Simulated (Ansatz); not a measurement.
# O on Ni(110): change of the work function, part 2 of 3

Wanted: Δφ(θ) for O/Ni(110), starting from the hollow site.

Ansatz 0.2.0; plane-wave DFT, PBE, Ansatz PAW.

So far, work function, upper face (eV): step 2 (the clean slab) 4.57; step 3 (21 atoms, coverage 0.25 ML, cell 2x2) 4.82.

### 4. Adsorbate added, k-mesh 5×6×1, coverage 0.5 ML

System of this step: Ni10O (O/Ni(110)). The cell holds 22 atoms: 20 Ni and 2 O. Cell: a = 7.040 Å, b = 4.978 Å, c = 23.361 Å, α = 90.0°, β = 90.0°, γ = 90.0°. Vacuum lies along c.

Another coverage, to see how the dipoles act on each other as their distance changes.

Input file input.yaml:

```yaml
crystal:
  lattice:
    - [7.04, 0.0, 0.0]
    - [0.0, 4.9780317396, 0.0]
    - [0.0, 0.0, 23.3614697668]
  atoms:
    - { symbol: Ni, position: [0.0, 0.0, 0.3852497334], spin: 0.8 }
    - { symbol: Ni, position: [0.25, 0.25, 0.43852155], spin: 0.69 }
    - { symbol: Ni, position: [0.0, 0.0, 0.4904099325], spin: 0.72 }
    - { symbol: Ni, position: [0.25, 0.25, 0.5465702052], spin: 0.69 }
    - { symbol: Ni, position: [0.0, 0.0, 0.5933475036], spin: 0.8 }
    - { symbol: Ni, position: [0.0, 0.5, 0.3852497334], spin: 0.8 }
    - { symbol: Ni, position: [0.25, 0.75, 0.43852155], spin: 0.69 }
    - { symbol: Ni, position: [0.0, 0.5, 0.4904099325], spin: 0.72 }
    - { symbol: Ni, position: [0.25, 0.75, 0.5465702052], spin: 0.69 }
    - { symbol: Ni, position: [0.0, 0.5, 0.5933475036], spin: 0.8 }
    - { symbol: Ni, position: [0.5, 0.0, 0.3852497334], spin: 0.8 }
    - { symbol: Ni, position: [0.75, 0.25, 0.43852155], spin: 0.69 }
    - { symbol: Ni, position: [0.5, 0.0, 0.4904099325], spin: 0.72 }
    - { symbol: Ni, position: [0.75, 0.25, 0.5465702052], spin: 0.69 }
    - { symbol: Ni, position: [0.5, 0.0, 0.5933475036], spin: 0.8 }
    - { symbol: Ni, position: [0.5, 0.5, 0.3852497334], spin: 0.8 }
    - { symbol: Ni, position: [0.75, 0.75, 0.43852155], spin: 0.69 }
    - { symbol: Ni, position: [0.5, 0.5, 0.4904099325], spin: 0.72 }
    - { symbol: Ni, position: [0.75, 0.75, 0.5465702052], spin: 0.69 }
    - { symbol: Ni, position: [0.5, 0.5, 0.5933475036], spin: 0.8 }
    - { symbol: O, position: [0.25, 0.25, 0.6147502666] }
    - { symbol: O, position: [0.75, 0.75, 0.6147502666] }
magnetization:
  spin_polarized: true
kpoints:
  mp_grid: { grid: [5, 6, 1] }
hamiltonian:
  xc: pbe
scf:
  occupations: { method: fermi_dirac, width: 0.1 }
  convergence: { dr2_threshold: 1.0e-08 }
efield:
  axis: 3
  dipole_correction: true
  ramp_position: 0.97
  ramp_width: 0.06
relax:
  f_tol: 0.02
  max_steps: 60
  constraints: [{ sites: [0, 1, 5, 6, 10, 11, 15, 16] }]
output:
  bader: true
  dos: { projected: true, e_range: [-8, 4] }
  write_potential: true
  write_density: true
  volumetric_format: npy
```

On the command line:

```
$ ansatz run input.yaml --threads 4 --pin off --max-ram 12288MiB --backend cpu --events-out ev --progress --plain --runs-dir out
```

The job ended after 26 min (4 threads of Arm Neoverse V1, shared host; peak memory 6.3 GiB; 1.7 h of CPU time).

Relaxation path:

| step | energy less that of the first step (eV) | largest force component (eV/Å) |
| --- | --- | --- |
| 1 | 0.0000 | 6.1762 |
| 2 | -0.7356 | 3.5843 |
| 3 | -1.2797 | 1.1281 |
| 4 | -1.3526 | 0.1165 |
| 5 | -1.3536 | 0.0116 |

The run keeps the 8 symmetry operations that it works with, so distortions that break them were not tested.

The atoms that moved most (Å):

| atom | dx | dy | dz | length |
| --- | --- | --- | --- | --- |
| O21 | 0.000 | 0.000 | 0.212 | 0.212 |
| O22 | 0.000 | 0.000 | 0.212 | 0.212 |
| Ni5 | 0.000 | 0.000 | 0.116 | 0.116 |
| Ni10 | 0.000 | 0.000 | 0.116 | 0.116 |
| Ni15 | 0.000 | 0.000 | 0.116 | 0.116 |
| Ni20 | 0.000 | 0.000 | 0.116 | 0.116 |
| Ni9 | 0.000 | 0.000 | -0.059 | 0.059 |
| Ni14 | 0.000 | 0.000 | -0.059 | 0.059 |

Final coordinates:

```cif
data_structure
_symmetry_space_group_name_H-M 'P 1'
_symmetry_Int_Tables_number 1
_cell_length_a 7.0400
_cell_length_b 4.9780
_cell_length_c 23.3615
_cell_angle_alpha 90.000
_cell_angle_beta 90.000
_cell_angle_gamma 90.000
_cell_volume 818.71
loop_
_atom_site_label
_atom_site_type_symbol
_atom_site_fract_x
_atom_site_fract_y
_atom_site_fract_z
_atom_site_occupancy
Ni1 Ni 0.00000 0.00000 0.38525 1
Ni2 Ni 0.25000 0.25000 0.43852 1
Ni3 Ni 0.00000 0.00000 0.49042 1
Ni4 Ni 0.25000 0.25000 0.54522 1
Ni5 Ni 0.00000 0.00000 0.59830 1
Ni6 Ni 0.00000 0.50000 0.38525 1
Ni7 Ni 0.25000 0.75000 0.43852 1
Ni8 Ni 0.00000 0.50000 0.49042 1
Ni9 Ni 0.25000 0.75000 0.54406 1
Ni10 Ni 0.00000 0.50000 0.59830 1
Ni11 Ni 0.50000 0.00000 0.38525 1
Ni12 Ni 0.75000 0.25000 0.43852 1
Ni13 Ni 0.50000 0.00000 0.49042 1
Ni14 Ni 0.75000 0.25000 0.54406 1
Ni15 Ni 0.50000 0.00000 0.59830 1
Ni16 Ni 0.50000 0.50000 0.38525 1
Ni17 Ni 0.75000 0.75000 0.43852 1
Ni18 Ni 0.50000 0.50000 0.49042 1
Ni19 Ni 0.75000 0.75000 0.54522 1
Ni20 Ni 0.50000 0.50000 0.59830 1
O21 O 0.25000 0.25000 0.62382 1
O22 O 0.75000 0.75000 0.62382 1
```

Numbers from this step:

```yaml
energy_at_zero_smearing: -117917.4199 eV
total_moment: 14.21 μB
work_function_upper_face: 4.973 eV
work_function_lower_face: 4.509 eV
dipole_along_the_normal: -0.08985 e·Å
step_between_the_vacuum_levels: 0.4639 eV
```

The density of states has structure finer than the step of the table below, so its rows give means over 0.25 eV, whole bins alone (the curve runs from -8 to 1.98 eV). Peaks (eV: height): total -1.560: 72.7, -1.410: 74.3, -1.260: 74.7, -0.930: 88.1, -0.810: 84.2, -0.720: 86.5, -0.660: 83.3; up -2.590: 45.2, -2.170: 44.5, -1.470: 41.8, -1.170: 35.5, -1.020: 44.7, -0.720: 59.5, -0.660: 47.1; down -1.410: 45.9, -1.260: 43.5, -0.930: 43.2, -0.810: 42.3, 0.030: 41.3, 0.180: 43.0, 0.270: 60.9.

The density of states by energy, zero at the Fermi level; means over each step; values in states/eV a cell:

| energy (eV) | total | up | down |
| --- | --- | --- | --- |
| -7.75 | 1.95 | 0.987 | 0.961 |
| -7.50 | 1.24 | 0.634 | 0.610 |
| -7.25 | 1.66 | 0.841 | 0.817 |
| -7.00 | 1.88 | 0.970 | 0.912 |
| -6.75 | 2.71 | 1.47 | 1.24 |
| -6.50 | 3.27 | 1.69 | 1.58 |
| -6.25 | 1.85 | 1.13 | 0.724 |
| -6.00 | 11.0 | 5.97 | 5.01 |
| -5.75 | 5.37 | 2.34 | 3.03 |
| -5.50 | 6.57 | 4.42 | 2.16 |
| -5.25 | 11.0 | 6.04 | 4.91 |
| -5.00 | 16.3 | 9.12 | 7.13 |
| -4.75 | 12.4 | 5.30 | 7.14 |
| -4.50 | 12.6 | 7.81 | 4.79 |
| -4.25 | 14.8 | 9.01 | 5.80 |
| -4.00 | 21.1 | 13.5 | 7.57 |
| -3.75 | 22.1 | 14.0 | 8.10 |
| -3.50 | 29.8 | 19.0 | 10.8 |
| -3.25 | 25.3 | 13.0 | 12.3 |
| -3.00 | 39.3 | 20.3 | 19.0 |
| -2.75 | 36.6 | 20.7 | 15.8 |
| -2.50 | 45.2 | 30.8 | 14.4 |
| -2.25 | 52.0 | 33.1 | 18.9 |
| -2.00 | 47.5 | 24.4 | 23.1 |
| -1.75 | 47.5 | 23.2 | 24.4 |
| -1.50 | 63.4 | 32.8 | 30.7 |
| -1.25 | 60.3 | 31.8 | 28.5 |
| -1.00 | 62.8 | 36.5 | 26.3 |
| -0.75 | 73.6 | 44.4 | 29.2 |
| -0.50 | 45.1 | 15.8 | 29.3 |
| -0.25 | 34.9 | 5.13 | 29.8 |
| 0.00 | 39.8 | 5.07 | 34.8 |
| 0.25 | 37.3 | 2.50 | 34.8 |
| 0.50 | 13.1 | 3.77 | 9.36 |
| 0.75 | 6.85 | 3.91 | 2.94 |
| 1.00 | 8.21 | 3.27 | 4.94 |
| 1.25 | 8.99 | 4.43 | 4.56 |
| 1.50 | 6.87 | 3.48 | 3.39 |
| 1.75 | 8.13 | 3.25 | 4.87 |

Projected DOS per atom over height of the atomic layer and energy from the Fermi level. Layers: Ni4 Ni4 Ni4 Ni4 Ni4 O2 from below.

Values in states/eV, 22 rows by 6 columns, each cell a mean:
```
0.28 0.25 0.26 0.22 0.33 0.20
0.26 0.29 0.22 0.31 0.37 0.34
0.27 0.29 0.24 0.36 0.37 0.37
1.11 0.87 1.09 0.89 0.99 0.52
2.26 1.81 1.52 1.65 1.86 0.38
2.81 2.10 2.31 2.13 2.74 0.55
4.03 2.78 2.45 2.87 3.57 0.35
3.57 2.64 2.83 2.50 3.63 0.34
2.70 2.20 1.93 2.27 2.74 0.39
2.35 2.59 2.33 2.32 2.20 0.25
1.74 2.25 1.90 1.82 1.56 0.28
0.99 1.80 1.67 1.41 0.80 0.26
0.74 1.46 1.86 1.34 0.60 0.40
0.45 0.90 1.36 0.93 0.29 0.56
0.23 0.54 0.61 0.76 0.27 1.71
0.18 0.29 0.34 0.70 0.37 2.77
0.10 0.20 0.23 0.35 0.24 1.19
0.17 0.31 0.17 0.39 0.39 1.19
0.02 0.06 0.12 0.10 0.16 0.34
0.03 0.10 0.17 0.12 0.07 0.13
0.02 0.09 0.13 0.08 0.03 0.04
0.03 0.11 0.16 0.09 0.02 0.03
```
Columns: height of the atomic layer (Å) from 9 to 14.6 (not evenly spaced); rows upwards: energy from the Fermi level (eV) from -7.96 to 1.95.

Projected DOS per atom, spin up over height of the atomic layer and energy from the Fermi level. Layers: Ni4 Ni4 Ni4 Ni4 Ni4 O2 from below.

Ten even steps from '0' (0.01 states/eV) to '9' (2.39 states/eV), each cell a mean:
```
000000
000000
000000
000000
000000
344441
976780
855580
643460
666660
544440
243210
144310
123200
011102
000106
000003
000002
000000
000000
000000
000000
```
Columns: height of the atomic layer (Å) from 9 to 14.6 (not evenly spaced); rows upwards: energy from the Fermi level (eV) from -7.96 to 1.95.

Projected DOS per atom, spin down over height of the atomic layer and energy from the Fermi level. Layers: Ni4 Ni4 Ni4 Ni4 Ni4 O2 from below.

Ten even steps from '0' (0.01 states/eV) to '9' (2.06 states/eV), each cell a mean:
```
000000
000011
000000
434341
976780
956580
754570
667670
555560
353430
254320
134310
123201
011101
000105
000106
000001
000002
000000
000000
000000
000000
```
Columns: height of the atomic layer (Å) from 9 to 14.6 (not evenly spaced); rows upwards: energy from the Fermi level (eV) from -7.96 to 1.95.

Site moment by atom:

| atom | site moment (μB) |
| --- | --- |
| Ni1 | 0.825 |
| Ni2 | 0.671 |
| Ni3 | 0.759 |
| Ni4 | 0.510 |
| Ni5 | 0.733 |
| Ni6 | 0.825 |
| Ni7 | 0.695 |
| Ni8 | 0.759 |
| Ni9 | 0.752 |
| Ni10 | 0.733 |
| Ni11 | 0.825 |
| Ni12 | 0.695 |
| Ni13 | 0.759 |
| Ni14 | 0.752 |
| Ni15 | 0.733 |
| Ni16 | 0.825 |
| Ni17 | 0.671 |
| Ni18 | 0.759 |
| Ni19 | 0.510 |
| Ni20 | 0.733 |
| O21 | 0.124 |
| O22 | 0.124 |

The relaxation took 5 steps and lowered the energy by 1.4 eV; the largest force on the free atoms ends at 0.012 eV/Å.

The covered face has 4.97 eV, +0.41 eV against the clean one; the bare back face has moved by +0.02 eV, a measure of how thin the slab is.

### 5. The covered slab, k-mesh 9×12×1, coverage 1 ML

System of this step: Ni5O (O/Ni(110)). The cell holds 6 atoms: 5 Ni and 1 O. Cell: a = 3.520 Å, b = 2.489 Å, c = 23.361 Å, α = 90.0°, β = 90.0°, γ = 90.0°. Vacuum lies along c.

input.yaml, the sections that differ from step 4:

```yaml
crystal:
  lattice:
    - [3.52, 0.0, 0.0]
    - [0.0, 2.4890158698, 0.0]
    - [0.0, 0.0, 23.3614697668]
  atoms:
    - { symbol: Ni, position: [0.0, 0.0, 0.3852497334], spin: 0.8 }
    - { symbol: Ni, position: [0.5, 0.5, 0.43852155], spin: 0.69 }
    - { symbol: Ni, position: [0.0, 0.0, 0.4904099325], spin: 0.72 }
    - { symbol: Ni, position: [0.5, 0.5, 0.5465702052], spin: 0.69 }
    - { symbol: Ni, position: [0.0, 0.0, 0.5933475036], spin: 0.8 }
    - { symbol: O, position: [0.5, 0.5, 0.6147502666] }
kpoints:
  mp_grid: { grid: [9, 12, 1] }
relax:
  f_tol: 0.02
  max_steps: 60
  constraints: [{ sites: [0, 1] }]
output:
  bader: true
  write_potential: true
  write_density: true
  volumetric_format: npy
# magnetization, hamiltonian, scf, efield: as in step 4
```

Elapsed: 3.7 min, on 4 threads; peak memory 0.95 GiB.

The steps of the relaxation:

| step | energy less that of the first step (eV) | largest force component (eV/Å) |
| --- | --- | --- |
| 1 | 0.0000 | 5.9786 |
| 2 | -0.3135 | 3.7202 |
| 3 | -0.6045 | 1.1095 |
| 4 | -0.6645 | 0.0581 |
| 5 | -0.6646 | 0.0798 |
| 6 | -0.6653 | 0.0055 |

Forces are held to the 4 operations that the run works with; a distortion that breaks them can't arise in this run.

The atoms that moved most (Å):

| atom | dx | dy | dz | length |
| --- | --- | --- | --- | --- |
| Ni5 | 0.000 | 0.000 | 0.340 | 0.340 |
| O6 | 0.000 | 0.000 | 0.172 | 0.172 |
| Ni4 | 0.000 | 0.000 | -0.065 | 0.065 |
| Ni3 | 0.000 | 0.000 | -0.007 | 0.007 |

Final coordinates:

```cif
data_structure
_symmetry_space_group_name_H-M 'P 1'
_symmetry_Int_Tables_number 1
_cell_length_a 3.5200
_cell_length_b 2.4890
_cell_length_c 23.3615
_cell_angle_alpha 90.000
_cell_angle_beta 90.000
_cell_angle_gamma 90.000
_cell_volume 204.68
loop_
_atom_site_label
_atom_site_type_symbol
_atom_site_fract_x
_atom_site_fract_y
_atom_site_fract_z
_atom_site_occupancy
Ni1 Ni 0.00000 0.00000 0.38525 1
Ni2 Ni 0.50000 0.50000 0.43852 1
Ni3 Ni 0.00000 0.00000 0.49013 1
Ni4 Ni 0.50000 0.50000 0.54379 1
Ni5 Ni 0.00000 0.00000 0.60790 1
O6 O 0.50000 0.50000 0.62211 1
```

The relaxation took 6 steps and lowered the energy by 0.67 eV; the largest force on the free atoms ends at 0.0055 eV/Å.

The covered face has 5.31 eV, +0.75 eV against the clean one; the bare back face has moved by +0.01 eV, a measure of how thin the slab is.

### 6. Work function against coverage

This step: plane-wave DFT, PBE, Ansatz PAW; work function against coverage (Ansatz 0.2.0).

The runs are now put side by side.

Numbers from this step:

```yaml
work_function_of_the_clean_face: 4.566 eV
largest_change_of_the_work_function: 0.7482 eV
```

Table of work function of the covered face by coverage:

| coverage (adsorbates/nm²) | work function of the covered face (eV) |
| --- | --- |
| 0.00 | 4.57 |
| 2.85 | 4.82 |
| 5.71 | 4.97 |
| 11.41 | 5.31 |

The dipole per adsorbate comes from the change of the cell's dipole. Coverage, by row:

| coverage (1/nm²) | coverage (ML) | work function (eV) | change (eV) | dipole per adsorbate, positive end outwards (debye) | mean height of the added atoms over the highest substrate atom (Å) |
| --- | --- | --- | --- | --- | --- |
| 2.853 | 0.25 | 4.818 | 0.2519 | -0.219 | 0.5868 |
| 5.707 | 0.5 | 4.973 | 0.4074 | -0.181 | 0.5963 |
| 11.41 | 1 | 5.314 | 0.7482 | -0.172 | 0.3318 |

### 7. The slab at 0.25 ML, atoms frozen

This step: plane-wave DFT, PBE, Ansatz PAW (Ansatz 0.2.0).

System of this step: Ni20O (O/Ni(110)). The cell holds 21 atoms: 20 Ni and 1 O. Cell: a = 7.040 Å, b = 4.978 Å, c = 23.361 Å, α = 90.0°, β = 90.0°, γ = 90.0°. Vacuum lies along c.

To see where the charge goes, the covered slab, the bare substrate and the adsorbate layer are each run at the same frozen positions and on the same grid.

Input file input.yaml:

```yaml
crystal:
  lattice:
    - [7.04, 0.0, 0.0]
    - [0.0, 4.9780317396, 0.0]
    - [0.0, 0.0, 23.3614697668]
  atoms:
    - { symbol: Ni, position: [0.0, 0.0, 0.3852497334], spin: 0.7 }
    - { symbol: Ni, position: [0.25, 0.25, 0.43852155], spin: 0.7 }
    - { symbol: Ni, position: [-0.0080340572, -0.0010109879, 0.4912630945], spin: 0.7 }
    - { symbol: Ni, position: [0.25, 0.25, 0.5394742193], spin: 0.7 }
    - { symbol: Ni, position: [0.0182049621, 0.0005915212, 0.5962425676], spin: 0.7 }
    - { symbol: Ni, position: [0.0, 0.5, 0.3852497334], spin: 0.7 }
    - { symbol: Ni, position: [0.25, 0.75, 0.43852155], spin: 0.7 }
    - { symbol: Ni, position: [-0.0080340572, 0.5010109879, 0.4912630945], spin: 0.7 }
    - { symbol: Ni, position: [0.25, 0.75, 0.5409962157], spin: 0.7 }
    - { symbol: Ni, position: [0.0182049621, 0.4994084788, 0.5962425676], spin: 0.7 }
    - { symbol: Ni, position: [0.5, 0.0, 0.3852497334], spin: 0.7 }
    - { symbol: Ni, position: [0.75, 0.25, 0.43852155], spin: 0.7 }
    - { symbol: Ni, position: [0.5080340572, -0.0010109879, 0.4912630945], spin: 0.7 }
    - { symbol: Ni, position: [0.75, 0.25, 0.5508554168], spin: 0.7 }
    - { symbol: Ni, position: [0.4817950379, 0.0005915212, 0.5962425676], spin: 0.7 }
    - { symbol: Ni, position: [0.5, 0.5, 0.3852497334], spin: 0.7 }
    - { symbol: Ni, position: [0.75, 0.75, 0.43852155], spin: 0.7 }
    - { symbol: Ni, position: [0.5080340572, 0.5010109879, 0.4912630945], spin: 0.7 }
    - { symbol: Ni, position: [0.75, 0.75, 0.5543814767], spin: 0.7 }
    - { symbol: Ni, position: [0.4817950379, 0.4994084788, 0.5962425676], spin: 0.7 }
    - { symbol: O, position: [0.25, 0.25, 0.6213599602] }
magnetization:
  spin_polarized: true
kpoints:
  mp_grid: { grid: [5, 6, 1] }
hamiltonian:
  xc: pbe
scf:
  occupations: { method: fermi_dirac, width: 0.1 }
  convergence: { dr2_threshold: 1.0e-08 }
efield:
  axis: 3
  dipole_correction: true
  ramp_position: 0.97
  ramp_width: 0.06
output:
  write_potential: true
  write_density: true
  volumetric_format: npy
```

Run time: 6.9 min. Hardware: 4 threads; peak memory 6.4 GiB.

This step gave:

* energy at zero smearing: -117351.0105 eV
* total moment: 14.41 μB
* work function, upper face: 4.818 eV
* work function, lower face: 4.508 eV
* dipole along the normal: -0.06010 e·Å
* step between the vacuum levels: 0.3103 eV

The work function of the upper face is 4.82 eV.

### 8. The substrate of the 0.25 ML cell alone

System of this step: O/Ni(110), substrate alone, atoms held. The cell holds 20 atoms: 20 Ni. Cell: a = 7.040 Å, b = 4.978 Å, c = 23.361 Å, α = 90.0°, β = 90.0°, γ = 90.0°. Vacuum lies along c.

The second part, atoms unmoved.

Input file input.yaml:

```yaml
crystal:
  lattice:
    - [7.04, 0.0, 0.0]
    - [0.0, 4.9780317396, 0.0]
    - [0.0, 0.0, 23.3614697668]
  atoms:
    - { symbol: Ni, position: [0.0, 0.0, 0.3852497334], spin: 0.81 }
    - { symbol: Ni, position: [0.25, 0.25, 0.43852155], spin: 0.69 }
    - { symbol: Ni, position: [-0.0080340572, -0.0010109879, 0.4912630945], spin: 0.73 }
    - { symbol: Ni, position: [0.25, 0.25, 0.5394742193], spin: 0.68 }
    - { symbol: Ni, position: [0.0182049621, 0.0005915212, 0.5962425676], spin: 0.78 }
    - { symbol: Ni, position: [0.0, 0.5, 0.3852497334], spin: 0.81 }
    - { symbol: Ni, position: [0.25, 0.75, 0.43852155], spin: 0.68 }
    - { symbol: Ni, position: [-0.0080340572, 0.5010109879, 0.4912630945], spin: 0.73 }
    - { symbol: Ni, position: [0.25, 0.75, 0.5409962157], spin: 0.74 }
    - { symbol: Ni, position: [0.0182049621, 0.4994084788, 0.5962425676], spin: 0.78 }
    - { symbol: Ni, position: [0.5, 0.0, 0.3852497334], spin: 0.81 }
    - { symbol: Ni, position: [0.75, 0.25, 0.43852155], spin: 0.71 }
    - { symbol: Ni, position: [0.5080340572, -0.0010109879, 0.4912630945], spin: 0.73 }
    - { symbol: Ni, position: [0.75, 0.25, 0.5508554168], spin: 0.75 }
    - { symbol: Ni, position: [0.4817950379, 0.0005915212, 0.5962425676], spin: 0.78 }
    - { symbol: Ni, position: [0.5, 0.5, 0.3852497334], spin: 0.81 }
    - { symbol: Ni, position: [0.75, 0.75, 0.43852155], spin: 0.71 }
    - { symbol: Ni, position: [0.5080340572, 0.5010109879, 0.4912630945], spin: 0.73 }
    - { symbol: Ni, position: [0.75, 0.75, 0.5543814767], spin: 0.6 }
    - { symbol: Ni, position: [0.4817950379, 0.4994084788, 0.5962425676], spin: 0.78 }
magnetization:
  spin_polarized: true
kpoints:
  mp_grid: { grid: [5, 6, 1] }
hamiltonian:
  xc: pbe
scf:
  occupations: { method: fermi_dirac, width: 0.1 }
  convergence: { dr2_threshold: 1.0e-08 }
efield:
  axis: 3
  dipole_correction: true
  ramp_position: 0.97
  ramp_width: 0.06
output:
  write_potential: true
  write_density: true
  volumetric_format: npy
```

Run time: 6.7 min. Hardware: 4 threads; peak memory 6.3 GiB.

Numbers from this step:

* energy at zero smearing: -116784.0456 eV
* total moment: 14.27 μB
* work function, upper face: 4.590 eV
* work function, lower face: 4.517 eV
* dipole along the normal: -0.01404 e·Å
* step between the vacuum levels: 0.07252 eV

Site moment by atom:

| atom | site moment (μB) |
| --- | --- |
| Ni1 | 0.803 |
| Ni2 | 0.707 |
| Ni3 | 0.726 |
| Ni4 | 0.693 |
| Ni5 | 0.805 |
| Ni6 | 0.803 |
| Ni7 | 0.700 |
| Ni8 | 0.726 |
| Ni9 | 0.696 |
| Ni10 | 0.805 |
| Ni11 | 0.803 |
| Ni12 | 0.687 |
| Ni13 | 0.726 |
| Ni14 | 0.690 |
| Ni15 | 0.805 |
| Ni16 | 0.803 |
| Ni17 | 0.688 |
| Ni18 | 0.726 |
| Ni19 | 0.698 |
| Ni20 | 0.805 |

The work function of the upper face is 4.59 eV.

### 9. The adsorbate layer of the 0.25 ML cell alone

System of this step: O/Ni(110), adsorbate layer alone, atoms held. The cell holds 1 atom: 1 O. Its edges and angles: a = 7.040 Å, b = 4.978 Å, c = 23.361 Å, α = 90.0°, β = 90.0°, γ = 90.0°. Vacuum lies along c.

The third part; a free layer of atoms may carry a moment, so spin is on.

input.yaml, the sections that differ from step 8:

```yaml
crystal:
  lattice:
    - [7.04, 0.0, 0.0]
    - [0.0, 4.9780317396, 0.0]
    - [0.0, 0.0, 23.3614697668]
  atoms:
    - { symbol: O, position: [0.25, 0.25, 0.6213599602], spin: 1.0 }
# magnetization, kpoints, hamiltonian, scf, efield, output: as in step 8
```

The job ended after 11 s (4 threads; peak memory 0.85 GiB; 42 s of CPU time).

Numbers from this step:

| Item | Value |
| --- | --- |
| energy at zero smearing | -561.8396 eV |
| total moment | 2.000 μB |
| site moments | 1.997 μB |
| dipole along the normal | 4.58e-6 e·Å |

Site moment by atom:

| atom | site moment (μB) |
| --- | --- |
| O1 | 2.00 |

The free layer carries a moment of 2.0 μB a cell.

(Part 2 of 3 ends here.)

[Logs are printed without paths, hosts, clocks, repeated set-up lines and the standing remarks that a program may print on its own settings, such as how far it seeks lower states.]

[Hosts, paths, dates, database ids (printed as entryN), source tags and the programs' standing remarks are cut or masked in the printed files.]

[Maps of the electrostatic potential energy from Ansatz leave out the sawtooth potential of an applied field or a dipole correction, so their vacuum need not be flat; planar profiles and work functions include it.]
